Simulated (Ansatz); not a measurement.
Crystal: MgS.

```
CELL_PARAMETERS angstrom
0.00000 2.83312 2.83312
2.83312 0.00000 2.83312
2.83312 2.83312 0.00000
ATOMIC_POSITIONS crystal
S 0.25000 0.25000 0.25000
Mg 0.00000 0.00000 0.00000
```

The cell comes from a database or a generator and needn't be the stable form of this composition.

Base run:

```yaml
Program: Ansatz 0.2.0
Functional: PBEsol
Potentials_or_basis: all-electron LAPW, scalar-relativistic
Cutoff: 208 eV
Density_cutoff: 833 eV
Basis_error_allowed: 0.001 eV/atom
k_mesh: 8 × 8 × 8
Occupations: fermi-dirac, width 0.05 eV
Spin: no spin polarisation
```

Its results: band gap on the k mesh 3.28 eV, direct; pressure -0.5 GPa.

**Question.** The run is repeated on the same cell with these changes: functional from PBEsol to LDA; occupations from fermi-dirac, width 0.05 eV to gaussian, width 0.02 eV. What comes out?

**Answer.** Band gap on the k mesh 3.17 eV, direct; pressure -2.2 GPa.

A k mesh can miss the band edges.

Not every run made on this cell is shown here.
